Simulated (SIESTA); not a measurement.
Crystal: CuO.

```
CELL_PARAMETERS angstrom
1.99097 -2.15355 0.00000
1.99097 2.15355 0.00000
0.00000 0.00000 5.15593
ATOMIC_POSITIONS crystal
Cu 0.50000 0.00000 0.00000
Cu 0.00000 0.50000 0.50000
O 0.50000 0.50000 0.25000
O 0.50000 0.50000 0.75000
```

Measurements of this composition are mostly on another form, of space group No. 15.

* Program: SIESTA 5.4.2
* Task: single point
* Functional: PBE
* Potentials or basis: PseudoDojo 0.4 standard (PBE files)
* Basis: DZP (energy shift 0.003 Ry; two zetas on semicore shells)
* Grid cutoff: 800 Ry
* Energy shift: 0.003 Ry
* k mesh: 9 × 9 × 5
* Occupations: fermi-dirac, width 0.05 eV
* Spin: no spin polarisation

On this cell: pressure 2.9 GPa; largest force under 0.003 eV/Å; band gap on the k mesh none (metal or under the smearing width).

The same run follows on a disturbed copy (atoms moved at random, drawn with an rms of 0.05 Å):

```
CELL_PARAMETERS angstrom
1.99097 -2.15355 0.00000
1.99097 2.15355 0.00000
0.00000 0.00000 5.15593
ATOMIC_POSITIONS crystal
Cu 0.50139 0.99208 0.99690
Cu 0.99817 0.48870 0.49358
O 0.49427 0.50718 0.25213
O 0.50850 0.50044 0.74135
```

Task: What does the disturbed cell give?

Result: The energy (extrapolated to zero smearing) moves by +7.9 meV/atom; pressure 3.1 GPa; largest force 0.676 eV/Å; band gap on the k mesh none (metal or under the smearing width).

Forces on the atoms (eV/Å):
```
Cu   0.317  0.343 -0.095
Cu   0.181  0.055  0.272
O   -0.186 -0.332 -0.558
O   -0.311 -0.066  0.382
```

Stress tensor (GPa, compression positive):
```
 2.79 -1.17 -1.15
-1.17  2.26  0.46
-1.15  0.46  4.23
```

Caveats: short orbitals over semicore shells can move pressures by several GPa; the basis of atomic orbitals isn't converged, which shifts pressures, moduli and gaps; the run has no spin polarisation, though such a crystal can be magnetic; semilocal functionals often make such compounds metallic where correlation or magnetic order opens a gap, which also shifts bond lengths.
